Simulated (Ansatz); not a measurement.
## SiNi3 under changes of volume

One of the cells (11.109 Å³/atom); the others are scaled copies at fixed shape and fractional positions:

```
Ni Si
1.0
     3.54200    0.00000    0.00000
     0.00000    3.54200    0.00000
     0.00000    0.00000    3.54200
Ni Si
3 1
Cartesian
  1.7710 1.7710 0.0000
  1.7710 0.0000 1.7710
  0.0000 1.7710 1.7710
  0.0000 0.0000 0.0000
```

```yaml
Program: Ansatz 0.2.0
Functional: r2SCAN
Potentials_or_basis: Ansatz PAW
Cutoff: "500 eV (not typed: the program's choice for these potentials)"
k_mesh: 8 × 8 × 8
Occupations: fermi-dirac, width 0.05 eV
Spin: collinear spin, ferromagnetic start
Starting_moments: "[1.0, 1.0, 1.0, 0.0] μB"
```

```csv
volume (Å³/atom),energy over the lowest point (meV/atom),pressure (GPa)
10.443,0.00,-1.0
10.665,?,?
10.887,15.68,-9.9
11.109,32.00,-13.6
11.331,53.13,-16.8
11.554,78.47,-19.6
11.776,107.49,-22.1
```

Task: What does the run at 10.665 Å³/atom give?

Result: Energy over the lowest point 4.78 meV/atom; pressure -5.7 GPa.

Worked out: A Birch-Murnaghan fit of order 3 (a polynomial in V^(-2/3)) to the other rows has its minimum at 10.40 Å³/atom, just outside them, with B0 = V·E''(V) = 242 GPa and B' = 4.9. It gives 4.77 meV/atom at 10.665 Å³/atom, against the run's 4.78, and -dE/dV = -5.8 GPa, against -5.7.

Energies are extrapolated to zero smearing.

Caveats: the magnetic or orbital state may not be the lowest; the PAW data sets come from PBE, with cores solved anew for the run's functional, which leaves a small shift of forces and pressure; the starting moments weren't kept.
